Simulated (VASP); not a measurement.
Wanted: the native input for a VASP 6.6.1 run.

```
Task                   : relaxation of cell and atoms
Functional             : PBEsol
Potentials or basis    : VASP PAW PBE potentials, release 64 (Ga_d, As)
Cutoff                 : 600 eV
k mesh                 : 10 × 10 × 10
Occupations            : gaussian, width 0.03 eV
Spin                   : no spin polarisation
Further INCAR settings : ALGO = Normal; EDIFF = 1e-07; IBRION = 2; EDIFFG = -0.005; NSW = 90; ISIF = 3
```

The structure of GaAs lies in POSCAR:

```
GaAs                                    
1.0
   -0.0000000000      2.8313993252      2.8313993252
    2.8313993252      0.0000000000      2.8313993252
    2.8313993252      2.8313993252      0.0000000000
  Ga              As            
     1     1
Direct
     0.0000000000000000    0.0000000000000000    0.0000000000000000
     0.2500000000000000    0.2500000000000000    0.2500000000000000
```

One way to write it, as run:

INCAR

```
PREC = Accurate ; ENCUT = 600
EDIFF = 1E-7 ; ISMEAR = 0
SIGMA = 0.03 ; LREAL = F
LASPH = T ; NELM = 80
ALGO = Normal ; ISIF = 3
LWAVE = F ; LCHARG = F
GGA = PS ; IBRION = 2
NSW = 90 ; EDIFFG = -0.005
```

KPOINTS

```
Automatic mesh
0
Gamma
  10 10 10
```

Potentials or basis: VASP PAW PBE potentials, release 64 (Ga_d, As).

Launch:

```sh
$ cat potpaw_PBE.64/Ga_d/POTCAR potpaw_PBE.64/As/POTCAR > POTCAR
$ mpirun -np 1 vasp_std > vasp.out
```

It gave:

| Quantity | Value |
| --- | --- |
| Pressure after relaxing | 0.0 GPa |
| Band gap on the k mesh | 0.42 eV, direct |

Caveat: the relaxation stopped at its first step, so nothing moved; the PAW data sets were made with another functional, which shifts forces and pressure a little.

It took 18 s on 1 thread of AMD EPYC 9R14 (Zen 4), on a shared host, peak memory 0.17 GiB.
